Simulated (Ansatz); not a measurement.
Input and command of a plane-wave DFT calculation in Ansatz:

```yaml
crystal:
  lattice:
    - [-1.5773655, 1.5773655, 2.3997315]
    - [1.5773655, -1.5773655, 2.3997315]
    - [1.5773655, 1.5773655, -2.3997315]
  atoms:
    - { symbol: In, position: [0.0, 0.0, 0.0] }
basis:
  ecutwfc: 420
kpoints:
  mp_grid: { grid: [20, 20, 20] }
hamiltonian:
  xc: pbe
scf:
  occupations: { method: gaussian, width: 0.15 }
output:
  forces: true
  stress: true
  eigenvalues: true
```

```bash
ansatz run input.yaml --threads 1 --pin off --max-ram 2560MiB --backend cpu --events-out ev --progress --plain --runs-dir out
```

Processor: Arm Neoverse V2, 1 thread, on a host shared with other jobs.

Task: Estimate time, memory and problem size.

Result: About 7.3 s on 1 thread of Arm Neoverse V2 (shared host), peak memory 0.43 GiB. It solves 11 bands at 641 k points (the mesh reduced by symmetry) with about 477 plane waves, in 6 SCF iterations.
